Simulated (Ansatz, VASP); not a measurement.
**Ag: VASP beside Ansatz**

INCAR

```
  ALGO = Normal
  EDIFF = 1E-6
  ENCUT = 520
  GGA = PE
  ISIF = 2
  ISMEAR = -1
  LASPH = True
  LCHARG = True
  LELF = True
  LREAL = False
  LVHAR = True
  LWAVE = False
  NBANDS = 12
  NELM = 100
  PREC = Accurate
  SIGMA = 0.05
```

Contents of KPOINTS:

```
k-points
0
Gamma
  15 15 15
```

Contents of POSCAR:

```
Ag
1.0
    0.0000000000      2.0293875063      2.0293875063
    2.0293875063      0.0000000000      2.0293875063
    2.0293875063      2.0293875063      0.0000000000
Ag
1
Direct
    0.0000000000      0.0000000000      0.0000000000
```

Input for Ansatz:

```yaml
crystal:
  lattice:
    - [0.0, 2.0293875063, 2.0293875063]
    - [2.0293875063, 0.0, 2.0293875063]
    - [2.0293875063, 2.0293875063, 0.0]
  atoms:
    - { symbol: Ag, position: [0.0, 0.0, 0.0] }
kpoints:
  mp_grid: { grid: [15, 15, 15] }
  band_path:
    path:
      - [0.0, 0.0, 0.0]
      - [0.5, 0.0, 0.5]
      - [0.625, 0.25, 0.625]
      - [0.375, 0.375, 0.75]
      - [0.0, 0.0, 0.0]
      - [0.5, 0.5, 0.5]
      - [0.5, 0.25, 0.75]
      - [0.5, 0.0, 0.5]
    npoints: 5
scf:
  occupations: { method: fermi_dirac, width: 0.05 }
hamiltonian:
  xc: pbe
  pseudopotentials: { kind: all_electron, lapw: { basis_error: 0.001 } }
output:
  forces: true
  stress: true
  eigenvalues: true
```

Change from the starting cell: volume scaled by 0.98.

Alike in both runs: task single point; functional PBE; k mesh 15 × 15 × 15; occupations fermi-dirac, width 0.05 eV; no spin polarisation.

```csv
,VASP,Ansatz
version,VASP 6.6.1,Ansatz 0.2.0
potentials or method,"VASP PAW PBE potentials, release 64 (Ag)","all-electron LAPW, scalar-relativistic"
plane-wave cutoff (eV),520,see its input
```

Ansatz gave:

* pressure (GPa): 7.0

Which values does VASP return?

Pressure (GPa): 6.9.

Ansatz ran all-electron here, so the differences hold the error of VASP's frozen core and of both bases.
